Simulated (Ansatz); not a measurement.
# Pt (Fm-3m) in Ansatz: notebook

One crystal, Pt, is run at these levels: r2SCAN+U; tasks: single point, equation of state.

Program: Ansatz 0.2.0. These are calculated values, not measurements. Logs are shortened: lines on timing, memory, paths and dates and some standing lists are left out, and cuts for length are marked.

### 1 Starting point

The structure is cubic, space group Fm-3m (No. 225). Conventional cell: a = 3.922 Å, b = 3.922 Å, c = 3.922 Å, α = 90.00°, β = 90.00°, γ = 90.00°. Around Pt (site symmetry m-3m) lie 12 Pt at 2.77 Å.

### 2 Single point, r2SCAN+U, 14.18 Å³/atom (volume scaled by 0.94)

input.yaml

```yaml
crystal:
  lattice:
    - [0.0, 1.9208704006, 1.9208704006]
    - [1.9208704006, 0.0, 1.9208704006]
    - [1.9208704006, 1.9208704006, 0.0]
  atoms:
    - { symbol: Pt, position: [0.0, 0.0, 0.0] }
hamiltonian:
  xc: r2scan
  pseudopotentials: { kind: nc, accuracy: stringent, xc_functional: pbesol }
  hubbard:
    sites: [{ species: Pt, l: d, u_eff: 2.0 }]
    projectors: ortho-atomic
    double_counting: amf
kpoints:
  mp_grid: { grid: [12, 12, 12] }
scf:
  occupations: { method: gaussian, width: 0.025 }
output:
  forces: true
  stress: true
  eigenvalues: true
```

Potentials or basis: PseudoDojo stringent (PBEsol files).

Run with:

```console
> ansatz run input.yaml --threads 1 --pin off --max-ram 2560MiB --backend cpu --events-out ev --progress --plain --runs-dir out
```

What it wrote:

```text
Warning: The stringent table, which hamiltonian.pseudopotentials names, holds the potential of the library's standard table for Pt (one content_sha256, or a second file that the publisher made of the same generator input, which states another). The run takes no other species from the library, so that hamiltonian.pseudopotentials.accuracy: standard would change no potential of it. The deck needs no change, but a comparison with a run at hamiltonian.pseudopotentials.accuracy: standard does not test the potential of Pt. To test it, run on another potential, such as that of hamiltonian.pseudopotentials: {kind: paw}
Warning: RAYON_NUM_THREADS=1 ignored (pool sized by the plan → 1); use --threads N
Engine: ansatz 0.2.0, x86_64-unknown-linux-gnu
Pseudopotentials: kind: nc
Pseudopotential: Pt, nc, valence charge 18, recommended cutoff 1142.878222 eV (normal), Pt.nc.azcp (PseudoDojo's, or run here from an input of PseudoDojo's; its table is named by hamiltonian.pseudopotentials.accuracy)
Functional definition: r2SCAN
  parameter k0 = 0.174
  parameter k1 = 0.065
  parameter a1 = 4.9479
  exchange = r2scan_x(k0 = k0, k1 = k1, a1 = a1)
  correlation = r2scan_c
Crystal: 1 atoms, lattice volume = 14.175 Å³
Basis set: ecut = 1142.878222 eV, 1243 PW (Γ), exchange–correlation on 120×120×120 points (64 copies of the dense FFT grid, shifted against one another)
Bands: 13, of which v1, the nominal top of the filled ones, is band 9 counted from 1 (8 counted from 0)
Symmetry: 48 space group operations
Space group: Fm-3m (ITA 225), of the structure as read, at distance tolerance 2.4e-5 Å
k-points: 72 of 1728
Non-local potential: Pt, projectors of the file, l = 0: 2, l = 1: 2, l = 2: 2, l = 3: 2
Initial density: superposition of atomic densities (chi_scale 0.1, normalization cell)
Initial wavefunctions: pseudopotential atomic-orbital guess
Functional: x = r2scan, c = r2scan; τ floored in thin density (d = 2e-4 eV/Å³)
iter 1 solved again at ethr=1.56e-3 eV; its pass at ethr=3.10e-3 eV (dr2=2.81e-1 eV) is discarded
SCF iter   1: F=—  HF=-3604.501513 eV  |F-HF|=—  |Δ(HF+E_count)|=         —  Δρ=6.57e-2  dr2=2.81e-1  dr2_τ=4.79e-2  ethr=1.56e-3  ⟨swp⟩=1.0  Hψ=7147  notcnv=0
preconditioner: auto → none  [metal: Δε(μ)=0.006 eV  Ē_g=15.367 eV  σ=0.025 eV  W_gap=0.14  n_scr=8 (ndim 8)  ℏωp=31.2 eV  f_vac=0.000  D(μ)=5.20/eV (n_scr^D=136)  sad-step TF]
SCF iter   2: F=—  HF=-3604.476639 eV  |F-HF|=—  |Δ(HF+E_count)|=   2.49e-2  Δρ=3.64e-2  dr2=8.09e-2  dr2_τ=3.00e-2  ethr=1.56e-3  ⟨swp⟩=2.0  Hψ=1210  notcnv=0
SCF iter   3: F=—  HF=-3604.493216 eV  |F-HF|=—  |Δ(HF+E_count)|=   1.66e-2  Δρ=6.99e-3  dr2=6.37e-3  dr2_τ=3.39e-3  ethr=4.50e-4  ⟨swp⟩=3.1  Hψ=1638  notcnv=0
SCF iter   4: F=—  HF=-3604.492447 eV  |F-HF|=—  |Δ(HF+E_count)|=   7.69e-4  Δρ=1.83e-3  dr2=1.71e-4  dr2_τ=1.26e-4  ethr=3.54e-5  ⟨swp⟩=2.2  Hψ=1598  notcnv=0
SCF iter   5: F=—  HF=-3604.492719 eV  |F-HF|=—  |Δ(HF+E_count)|=   2.72e-4  Δρ=5.15e-4  dr2=7.11e-6  dr2_τ=1.86e-5  ethr=9.51e-7  ⟨swp⟩=2.0  Hψ=1867  notcnv=0
SCF iter   6: F=—  HF=-3604.492721 eV  |F-HF|=—  |Δ(HF+E_count)|=   2.33e-6  Δρ=7.01e-5  dr2=1.46e-7  dr2_τ=1.57e-7  ethr=3.95e-8  ⟨swp⟩=3.0  Hψ=1776  notcnv=0
SCF iter   7: F=-3604.492721 eV  HF=-3604.492721 eV  |F-HF|=8.16e-9  |Δ(HF+E_count)|=   5.37e-8  Δρ=1.24e-5  dr2=1.55e-8  dr2_τ=5.10e-9  ethr=5.56e-10  ⟨swp⟩=5.2  Hψ=4501  notcnv=0
SCF 1 converged in 7 iterations: F = -3604.492721 eV  dr2 = 1.55e-8
SCF converged after 7 iterations
Free energy (F): -3604.492721 eV
Harris-Foulkes:  -3604.492721 eV  (|F-HF|=8.16e-9)
Internal energy: -3604.491934 eV  (E = F + TS)
E sigma→0 (E₀):  -3604.492328 eV
Entropy (-TS):   -0.000787 eV (-0.787 meV/atom)
Fermi energy:    25.204760 eV
--- Per-component energies (eV) ---
  E_band       = -119.131916
  E_kinetic    = 1027.538904
  E_local      = -1870.138395  (includes V_loc(G=0)·N_el)
  E_nonlocal   = 219.940319
  E_hartree    = 500.966275
  E_xc         = -698.808151
  E_vxc        = -527.941837  (∫ρ·V_xc dr)
  E_hubbard    = -0.017818  (on-site DFT+U / exact-exchange correction)
  E_vhub       = -0.035638  (the Hubbard potential's part of the band-sum identity)
  E_vtau       = 29.576938  (kinetic-family band-sum trace: ∫τ·v_τ [+ j·A + Jᵃ·Aᵃ] dr)
  E_ewald      = -2783.973068
  E_smearing   = -0.000787  (= −TS)
  E_closure    = 0.000000  (closes the sum)
  Σ components = -3604.492721   (vs F -3604.492721, Δ=0.00e0)
DFT+U double counting: amf (around mean field; hamiltonian.hubbard.double_counting)
--- Forces (eV/Å), atoms counted from 1 ---
  atom   1  Pt    -0.00000000    -0.00000000     0.00000000
  max |Σ_I F_I| component: 1.54e-32 eV/Å
--- Stress (GPa, compression-positive) ---
       22.371557      -0.000000       0.000000
        0.000000      22.371557      -0.000000
        0.000000      -0.000000      22.371557
  P = ⅓ Tr σ = 22.3716 GPa (223.716 kbar)
--- Band table (eV; the first three rows and the last of 72) ---
  k-point 0: bands = ["-76.3908", "-29.1919", "-29.1919", "-29.1919", "13.8801", "20.9129", "20.9129", "20.9129", "23.1501", "23.1501", "40.3820", "45.8844", "45.8844"]
  k-point 1: bands = ["-76.3875", "-29.2351", "-29.1980", "-29.1980", "14.1890", "20.7744", "21.0340", "21.0340", "23.0837", "23.0837", "40.8641", "44.5543", "46.3633"]
  k-point 2: bands = ["-76.3786", "-29.3522", "-29.2146", "-29.2146", "15.0396", "20.5014", "21.2662", "21.2662", "23.0435", "23.0435", "41.9847", "42.1660", "47.7058"]
  k-point 71: bands = ["-76.3262", "-29.6072", "-29.6072", "-29.4323", "18.6502", "20.0503", "20.0503", "22.7225", "25.7958", "33.0014", "34.1576", "34.1576", "38.3828"]
Occupation matrices written to <dir>
```

It took 3.1 s on 1 thread of AMD EPYC 9R14 (Zen 4), shared host; peak memory 0.47 GiB.

Results:

```yaml
Free_energy: -3604.4927 eV
Pressure: 22.4 GPa
Band_gap_on_the_k_mesh: none (metal or under the smearing width)
```

Caveat: the meta-GGA runs on potentials made for a GGA; the potentials were made for another functional, which shifts forces and pressure; U without spin polarisation on a metal has little footing; the U is typed as a test and isn't derived for this compound.

### 3 Single point, r2SCAN+U, 14.48 Å³/atom (volume scaled by 0.96)

input.yaml, as its differences from that of step 2:

```diff
@@ -2,5 +2,5 @@
   lattice:
-    - [0.0, 1.9208704006, 1.9208704006]
-    - [1.9208704006, 0.0, 1.9208704006]
-    - [1.9208704006, 1.9208704006, 0.0]
+    - [0.0, 1.9343981026, 1.9343981026]
+    - [1.9343981026, 0.0, 1.9343981026]
+    - [1.9343981026, 1.9343981026, 0.0]
   atoms:
```

Potentials or basis: PseudoDojo stringent (PBEsol files).

Run with:

```console
> ansatz run input.yaml --threads 1 --pin off --max-ram 2560MiB --backend cpu --events-out ev --progress --plain --runs-dir out
```

Run time: 3.6 s. Hardware: 1 thread of AMD EPYC 9R14 (Zen 4), shared host; peak memory 0.5 GiB.

The run converged. Its results:

| Quantity | Value |
| --- | --- |
| Free energy | -3604.5273 eV |
| Pressure | 14.6 GPa |
| Band gap on the k mesh | none (metal or under the smearing width) |

Caveat: the meta-GGA runs on potentials made for a GGA; the potentials were made for another functional, which shifts forces and pressure; U without spin polarisation on a metal has little footing; the U is typed as a test and isn't derived for this compound.

### 4 Single point, r2SCAN+U, 14.78 Å³/atom (volume scaled by 0.98)

input.yaml, as its differences from that of step 3:

```diff
@@ -2,5 +2,5 @@
   lattice:
-    - [0.0, 1.9343981026, 1.9343981026]
-    - [1.9343981026, 0.0, 1.9343981026]
-    - [1.9343981026, 1.9343981026, 0.0]
+    - [0.0, 1.9477392008, 1.9477392008]
+    - [1.9477392008, 0.0, 1.9477392008]
+    - [1.9477392008, 1.9477392008, 0.0]
   atoms:
```

Run with:

```console
> ansatz run input.yaml --threads 1 --pin off --max-ram 2560MiB --backend cpu --events-out ev --progress --plain --runs-dir out
```

Run time: 3.5 s. Hardware: 1 thread of AMD EPYC 9R14 (Zen 4), shared host; peak memory 0.47 GiB.

The run converged. Its results:

```
Free energy            : -3604.5481 eV
Pressure               : 7.7 GPa
Band gap on the k mesh : none (metal or under the smearing width)
```

Caveat: the meta-GGA runs on potentials made for a GGA; the potentials were made for another functional, which shifts forces and pressure; U without spin polarisation on a metal has little footing; the U is typed as a test and isn't derived for this compound.

### 5 Single point, r2SCAN+U, 15.08 Å³/atom

input.yaml, as its differences from that of step 4:

```diff
@@ -2,5 +2,5 @@
   lattice:
-    - [0.0, 1.9477392008, 1.9477392008]
-    - [1.9477392008, 0.0, 1.9477392008]
-    - [1.9477392008, 1.9477392008, 0.0]
+    - [0.0, 1.9609, 1.9609]
+    - [1.9609, 0.0, 1.9609]
+    - [1.9609, 1.9609, 0.0]
   atoms:
@@ -22 +22,5 @@
   eigenvalues: true
+  write_density: true
+  write_potential: true
+  elf: true
+  volumetric_format: npy
```

Run with:

```console
> ansatz run input.yaml --threads 1 --pin off --max-ram 2560MiB --backend cpu --events-out ev --progress --plain --runs-dir out
```

Wall time 4.5 s (1 thread of AMD EPYC 9R14 (Zen 4), shared host); peak memory 0.49 GiB.

Results (log left out):

* Free energy: -3604.5567 eV
* Pressure: 1.6 GPa
* Band gap on the k mesh: none (metal or under the smearing width)

Caveat: the meta-GGA runs on potentials made for a GGA; the potentials were made for another functional, which shifts forces and pressure; U without spin polarisation on a metal has little footing; the U is typed as a test and isn't derived for this compound.

### 6 Single point, r2SCAN+U, 15.38 Å³/atom (volume scaled by 1.02)

input.yaml, as its differences from that of step 5:

```diff
@@ -2,5 +2,5 @@
   lattice:
-    - [0.0, 1.9609, 1.9609]
-    - [1.9609, 0.0, 1.9609]
-    - [1.9609, 1.9609, 0.0]
+    - [0.0, 1.9738864712, 1.9738864712]
+    - [1.9738864712, 0.0, 1.9738864712]
+    - [1.9738864712, 1.9738864712, 0.0]
   atoms:
@@ -22,5 +22 @@
   eigenvalues: true
-  write_density: true
-  write_potential: true
-  elf: true
-  volumetric_format: npy
```

Potentials or basis: PseudoDojo stringent (PBEsol files).

Run with:

```console
> ansatz run input.yaml --threads 1 --pin off --max-ram 2560MiB --backend cpu --events-out ev --progress --plain --runs-dir out
```

It took 3.9 s on 1 thread of AMD EPYC 9R14 (Zen 4), shared host; peak memory 0.49 GiB.

The run converged. Its results:

```yaml
Free_energy: -3604.5546 eV
Pressure: -3.8 GPa
Band_gap_on_the_k_mesh: none (metal or under the smearing width)
```

Caveat: the meta-GGA runs on potentials made for a GGA; the potentials were made for another functional, which shifts forces and pressure; U without spin polarisation on a metal has little footing; the U is typed as a test and isn't derived for this compound.

### 7 Single point, r2SCAN+U, 15.68 Å³/atom (volume scaled by 1.04)

input.yaml, as its differences from that of step 6:

```diff
@@ -2,5 +2,5 @@
   lattice:
-    - [0.0, 1.9738864712, 1.9738864712]
-    - [1.9738864712, 0.0, 1.9738864712]
-    - [1.9738864712, 1.9738864712, 0.0]
+    - [0.0, 1.986704275, 1.986704275]
+    - [1.986704275, 0.0, 1.986704275]
+    - [1.986704275, 1.986704275, 0.0]
   atoms:
```

Run with:

```console
> ansatz run input.yaml --threads 1 --pin off --max-ram 2560MiB --backend cpu --events-out ev --progress --plain --runs-dir out
```

It took 3.9 s on 1 thread of AMD EPYC 9R14 (Zen 4), shared host; peak memory 0.47 GiB.

The run converged. Its results:

| Quantity | Value |
| --- | --- |
| Free energy | -3604.5430 eV |
| Pressure | -8.5 GPa |
| Band gap on the k mesh | none (metal or under the smearing width) |

Caveat: the meta-GGA runs on potentials made for a GGA; the potentials were made for another functional, which shifts forces and pressure; U without spin polarisation on a metal has little footing; the U is typed as a test and isn't derived for this compound.

### 8 Single point, r2SCAN+U, 15.98 Å³/atom (volume scaled by 1.06)

input.yaml, as its differences from that of step 7:

```diff
@@ -2,5 +2,5 @@
   lattice:
-    - [0.0, 1.986704275, 1.986704275]
-    - [1.986704275, 0.0, 1.986704275]
-    - [1.986704275, 1.986704275, 0.0]
+    - [0.0, 1.9993587835, 1.9993587835]
+    - [1.9993587835, 0.0, 1.9993587835]
+    - [1.9993587835, 1.9993587835, 0.0]
   atoms:
```

Run with:

```console
> ansatz run input.yaml --threads 1 --pin off --max-ram 2560MiB --backend cpu --events-out ev --progress --plain --runs-dir out
```

Run time: 3.6 s. Hardware: 1 thread of AMD EPYC 9R14 (Zen 4), shared host; peak memory 0.49 GiB.

Results (log left out):

```yaml
Free_energy: -3604.5231 eV
Pressure: -12.6 GPa
Band_gap_on_the_k_mesh: none (metal or under the smearing width)
```

Caveat: the meta-GGA runs on potentials made for a GGA; the potentials were made for another functional, which shifts forces and pressure; U without spin polarisation on a metal has little footing; the U is typed as a test and isn't derived for this compound.

### 9 Equation of state, r2SCAN+U

Potentials or basis: PseudoDojo PBEsol stringent.

This step only gathers the single runs of the series.

Results:

* Equilibrium volume: 15.17 Å³/atom
* Bulk modulus: 276 GPa
* Pressure derivative of the bulk modulus: 5.4

Energy against volume, from the lowest point:
| volume (Å³/atom) | energy (meV/atom) |
| --- | --- |
| 14.175 | 64.00 |
| 14.477 | 29.39 |
| 14.778 | 8.60 |
| 15.080 | 0.00 |
| 15.381 | 2.14 |
| 15.683 | 13.74 |
| 15.985 | 33.65 |

Caveat: the meta-GGA runs on potentials made for a GGA; the potentials were made for another functional, which shifts forces and pressure; the U is typed as a test and isn't derived for this compound.
